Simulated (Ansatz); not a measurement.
A plane-wave DFT run in Ansatz 0.2.0 (scalar-relativistic PAW potentials unless the input names others): input and command.

```yaml
crystal:
  lattice:
    - [3.0944869115, 0.0, 0.0]
    - [-1.5472434558, 2.679904277, 0.0]
    - [0.0, 0.0, 22.7889367588]
  atoms:
    - { symbol: Si, position: [0.0, 0.0, -0.000131529] }
    - { symbol: C, position: [0.0, 0.0, 0.0834008976] }
    - { symbol: Si, position: [0.3333333333, 0.6666666667, 0.1111792981] }
    - { symbol: C, position: [0.3333333333, 0.6666666667, 0.1947163911] }
    - { symbol: Si, position: [0.0, 0.0, 0.2223066459] }
    - { symbol: C, position: [0.0, 0.0, 0.3056196983] }
    - { symbol: Si, position: [0.6666666667, 0.3333333333, 0.3332568483] }
    - { symbol: C, position: [0.6666666667, 0.3333333333, 0.4165753896] }
    - { symbol: Si, position: [0.3333333333, 0.6666666667, 0.4444048209] }
    - { symbol: C, position: [0.3333333333, 0.6666666667, 0.5279628779] }
    - { symbol: Si, position: [0.6666666667, 0.3333333333, 0.555497438] }
    - { symbol: C, position: [0.6666666667, 0.3333333333, 0.6387985723] }
    - { symbol: Si, position: [0.0, 0.0, 0.6666424094] }
    - { symbol: C, position: [0.0, 0.0, 0.7501973728] }
    - { symbol: Si, position: [0.6666666667, 0.3333333333, 0.7777546207] }
    - { symbol: C, position: [0.6666666667, 0.3333333333, 0.8610739491] }
    - { symbol: Si, position: [0.3333333333, 0.6666666667, 0.8887086688] }
    - { symbol: C, position: [0.3333333333, 0.6666666667, 0.9720356302] }
basis:
  ecutwfc: 420
kpoints:
  mp_grid: { grid: [12, 12, 2] }
hamiltonian:
  xc: pbe
scf:
  occupations: { method: fermi_dirac, width: 0.3 }
  mixing: { preconditioner: kerker_dos }
  n_extra_bands: 16
output:
  forces: true
  eigenvalues: true
  stress: true
```

```bash
ansatz run input.yaml --threads 1 --pin off --max-ram 2560MiB --backend cpu --events-out ev --progress --plain --runs-dir out
```

Abridged log:
```
Basis set: ecut = 420 eV, 3689 PW (Γ), exchange–correlation on 48×48×320 points (8 copies of the dense FFT grid, shifted against one another)
Bands: 52, of which v1, the nominal top of the filled ones, is band 36 counted from 1 (35 counted from 0)
Symmetry: 6 space group operations
k-points: 38 of 288 (time reversal used)
SCF iter   1: F=—  HF=-7984.457642 eV  |F-HF|=—  |Δ(HF+E_count)|=         —  Δρ=2.94e-3  dr2=1.94e-2  ethr=1.77e-3  ⟨swp⟩=6.7  Hψ=9586  notcnv=0
SCF iter   2: F=—  HF=-7984.456039 eV  |F-HF|=—  |Δ(HF+E_count)|=   1.60e-3  Δρ=1.15e-3  dr2=2.99e-3  ethr=2.70e-5  ⟨swp⟩=2.0  Hψ=3336  notcnv=0
SCF iter   3: F=—  HF=-7984.455869 eV  |F-HF|=—  |Δ(HF+E_count)|=   1.70e-4  Δρ=4.91e-4  dr2=6.10e-4  ethr=4.15e-6  ⟨swp⟩=2.7  Hψ=3603  notcnv=0
SCF iter   4: F=—  HF=-7984.455989 eV  |F-HF|=—  |Δ(HF+E_count)|=   1.20e-4  Δρ=2.79e-4  dr2=1.46e-4  ethr=8.47e-7  ⟨swp⟩=2.3  Hψ=2629  notcnv=0
SCF iter   5: F=—  HF=-7984.456055 eV  |F-HF|=—  |Δ(HF+E_count)|=   6.61e-5  Δρ=1.22e-4  dr2=2.60e-5  ethr=2.03e-7  ⟨swp⟩=2.2  Hψ=2984  notcnv=0
SCF iter   6: F=—  HF=-7984.456054 eV  |F-HF|=—  |Δ(HF+E_count)|=   1.01e-6  Δρ=3.55e-5  dr2=1.68e-6  ethr=3.61e-8  ⟨swp⟩=2.9  Hψ=3456  notcnv=0
SCF iter   7: F=-7984.456056 eV  HF=-7984.456056 eV  |F-HF|=3.36e-8  |Δ(HF+E_count)|=   2.15e-6  Δρ=6.81e-6  dr2=8.71e-8  ethr=1.39e-10  ⟨swp⟩=7.9  Hψ=9885  notcnv=0
SCF 1 converged in 7 iterations: F = -7984.456056 eV  dr2 = 8.71e-8
SCF converged after 7 iterations
Free energy (F): -7984.456056 eV
Harris-Foulkes:  -7984.456056 eV  (|F-HF|=3.36e-8)
Internal energy: -7984.397603 eV  (E = F + TS)
E sigma→0 (E₀):  -7984.426829 eV
Entropy (-TS):   -0.058453 eV (-3.247 meV/atom)
Fermi energy:    10.512536 eV
--- Forces (eV/Å), atoms counted from 1 ---
  atom   1  Si     0.00000000     0.00000000    -0.01508307
  atom   2  C      0.00000000     0.00000000     0.00416728
  atom   3  Si     0.00000000     0.00000000     0.00007905
  atom   4  C      0.00000000     0.00000000    -0.00350135
  atom   5  Si     0.00000000     0.00000000     0.00887468
  atom   6  C      0.00000000     0.00000000     0.00031670
  atom   7  Si     0.00000000     0.00000000    -0.00475370
  atom   8  C      0.00000000     0.00000000     0.00796411
  atom   9  Si     0.00000000     0.00000000    -0.01170606
  atom  10  C      0.00000000     0.00000000     0.00370073
  atom  11  Si     0.00000000     0.00000000     0.00081652
  atom  12  C      0.00000000     0.00000000    -0.00199210
  atom  13  Si     0.00000000     0.00000000     0.00198931
  atom  14  C      0.00000000     0.00000000    -0.00504316
  atom  15  Si     0.00000000     0.00000000     0.00881413
  atom  16  C      0.00000000     0.00000000     0.00112700
  atom  17  Si     0.00000000     0.00000000    -0.00542464
  atom  18  C      0.00000000     0.00000000     0.00956712
--- Stress (GPa, compression-positive) ---
       -0.005158       0.000000       0.000000
        0.000000      -0.005158       0.000000
        0.000000       0.000000       0.013920
  P = ⅓ Tr σ = 0.0012 GPa (0.012 kbar)
```

Apart from outputs and the relaxation, which only the reference makes, the input differs from a reference run on usual settings in scf.occupations.method: "gaussian" → "fermi_dirac"; scf.occupations.width: 0.02 → 0.3; scf.mixing.preconditioner: not typed → "kerker_dos"; scf.n_extra_bands: not typed → 16. The reference, at the same geometry, ended its own course with pressure -0.01 GPa, largest force 0.004 eV/Å, gap on the mesh 1.94 eV. This run converged in 7 SCF iterations with an energy at zero smearing 1.07 meV/atom above the reference's, pressure 0.00 GPa, largest force 0.015 eV/Å, gap on the mesh 1.94 eV. Its smearing width is looser than usual, and the result moved.

It took 33 s on 1 thread of Arm Neoverse V2, on a shared host, peak memory 0.52 GiB.